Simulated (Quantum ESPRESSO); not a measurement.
Crystal: WS2.

```
W S
1.0
     1.57900    0.91164    6.16333
    -1.57900    0.91164    6.16333
     0.00000   -1.82327    6.16333
W S
1 2
Direct
  0.00000 0.00000 0.00000
  0.58100 0.58100 0.58100
  0.75030 0.75030 0.75030
```

Measurements of this composition are mostly on another form, of space group No. 194.

Base run:

```yaml
Program: Quantum ESPRESSO 7.5
Functional: PBEsol
Potentials_or_basis: GBRV 1.5 PBEsol
Cutoff: 762 eV
Density_cutoff: 6095 eV
k_mesh: 10 × 10 × 10
Occupations: fermi-dirac, width 0.05 eV
Spin: no spin polarisation
Hubbard_terms: W d U = 1 eV
```

Its results: band gap on the k mesh 1.04 eV, indirect (least direct gap 2.20 eV); pressure -0.3 GPa; largest force 0.604 eV/Å.

Question: The run is repeated on the same cell with these changes: hubbard terms from W d U = 1 eV to W d U = 4 eV. What comes out?

Answer: Band gap on the k mesh 1.13 eV, indirect (least direct gap 2.04 eV); pressure 0.0 GPa; largest force 0.609 eV/Å.

Caveats: spin-orbit coupling is left out, which moves the levels of the heavy elements.

A k mesh can miss the band edges.
